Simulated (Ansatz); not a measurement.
Base system: BeO in the wurtzite structure (space group P6_3mc, No. 186).

```
BeO
1.0
    2.69049     0.00000     0.00000
   -1.34524     2.33003     0.00000
    0.00000     0.00000     4.36988
Be O
2 2
Direct
  0.66667   0.33333   0.00145
  0.33333   0.66667   0.50145
  0.66667   0.33333   0.62375
  0.33333   0.66667   0.12375
```

The values are results of r2SCAN, PAW, 500 eV (Ansatz, a first-principles code; no spin-orbit coupling), not measurements.

Its conduction minimum is a single valley at Γ with mass 0.58 mₑ.

Perturbation: 0.192 electrons added to each cell, a density of 7.0×10^21 cm⁻³, with a uniform compensating background at fixed cell and a 300 K Fermi–Dirac width.

Problem. Where would a parabolic band put the Fermi level, and where does the calculation put it?

Solution. k_F = (3π²n)^(1/3) = 0.592 Å⁻¹, so ħ²k_F²/2m = 2.3 eV above the band edge at zero temperature. The calculation gives 1.40 eV (to 0.05 eV): the band is strongly non-parabolic or higher valleys fill at this density.

Charged cell with a jellium background: band edges are those of the host's band count, energies are not comparable with the neutral cell, and many-body gap narrowing is missing. The levels and masses belong to the bands next to the band gap. Effective masses come from finite differences of ±0.01 Å⁻¹. No phonon test of stability was made.
